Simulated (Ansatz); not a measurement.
All numbers below come from DFT PBE, scalar-relativistic, plane waves, PAW in Ansatz. All cells share a 420 eV cutoff and Γ-centred k meshes spaced at most about 0.3 Å⁻¹ (about 0.25 or finer for metals, 2π included). No spin polarisation.

All energies are static (0 K, no zero-point motion).

Compare these two cells of Si₄Se₃, each relaxed at this level.

A.

```yaml
crystal:
  lattice:
    - [3.68172, 0.00000, 0.00000]
    - [0.00000, 3.81923, 0.00000]
    - [0.00000, 0.00000, 27.22009]
  atoms:
    - { symbol: Si, position: [0.50000, 0.50000, 0.80863] }
    - { symbol: Si, position: [0.50000, 0.00000, 0.75925] }
    - { symbol: Si, position: [0.00000, 0.50000, 0.16756] }
    - { symbol: Si, position: [0.50000, 0.00000, 0.06586] }
    - { symbol: Si, position: [0.50000, 0.50000, 0.11578] }
    - { symbol: Si, position: [0.00000, 0.50000, 0.41358] }
    - { symbol: Si, position: [0.50000, 0.00000, 0.51527] }
    - { symbol: Si, position: [0.00000, 0.00000, 0.46353] }
    - { symbol: Se, position: [0.00000, 0.50000, 0.86189] }
    - { symbol: Se, position: [0.00000, 0.00000, 0.70602] }
    - { symbol: Se, position: [0.00000, 0.00000, 0.21945] }
    - { symbol: Se, position: [0.00000, 0.00000, 0.01229] }
    - { symbol: Se, position: [0.50000, 0.50000, 0.36008] }
    - { symbol: Se, position: [0.50000, 0.50000, 0.56721] }
```

B.

```yaml
crystal:
  lattice:
    - [-3.49241, 3.49241, 3.89213]
    - [3.49241, -3.49241, 3.89213]
    - [3.49241, 3.49241, -3.89213]
  atoms:
    - { symbol: Si, position: [0.89957, 0.14252, 0.24295] }
    - { symbol: Si, position: [0.89957, 0.65661, 0.75705] }
    - { symbol: Si, position: [0.14252, 0.89957, 0.24295] }
    - { symbol: Si, position: [0.65661, 0.89957, 0.75705] }
    - { symbol: Se, position: [0.68732, 0.18732, 0.50000] }
    - { symbol: Se, position: [0.18732, 0.68732, 0.50000] }
    - { symbol: Se, position: [0.64350, 0.64350, 0.00000] }
```

Problem. Which would you expect to be lower, and how large is the difference?

Solution. A is lower, by 0.34 eV/atom. A has space group Pmm2 (No. 25), 27.3 Å³/atom and no gap on its mesh; B has space group I4mm (No. 107), 27.1 Å³/atom and no gap. Counting Se atoms around Si (those within 1.25 times the shortest such distance or 1.15 times the sum of covalent radii, 1.27 where that leaves under three; a plus sign parts nearer from farther groups; the shortest distance is added where it exceeds 1.18 times the sum of covalent radii; a slash parts the counts of unlike sites), A has Si 2/8 from 3.9 Å and B has Si 2+1. A holds Si–Si nets (shortest 2.32 Å); B holds Si–Si units of three or more atoms (shortest 2.40 Å). In A, Si on its first site has 2 Si at 2.34 Å and 2 Se at 2.34 Å; Si on its second site is surrounded by 2 Si at 2.34 Å and 2 Se at 2.34 Å; Se on its first site is surrounded by 2 Si at 2.34 Å; 11 more sites not described. In B, around Si lie 2 Si at 2.40 Å, 1 Se at 2.44 Å, 1 Se at 2.62 Å and 1 Se at 2.87 Å; Se on a site of symmetry 2mm is surrounded by 2 Si at 2.44 Å and 2 Si at 2.87 Å; around Se on a site of symmetry 4mm lie 4 Si at 2.62 Å. Both come from invented guesses.

Weakly bound directions are ill-defined at this level, which has no dispersion term (Pmm2), and this can change margins and order among such cells. Cells relaxed within their symmetry can be saddle points.
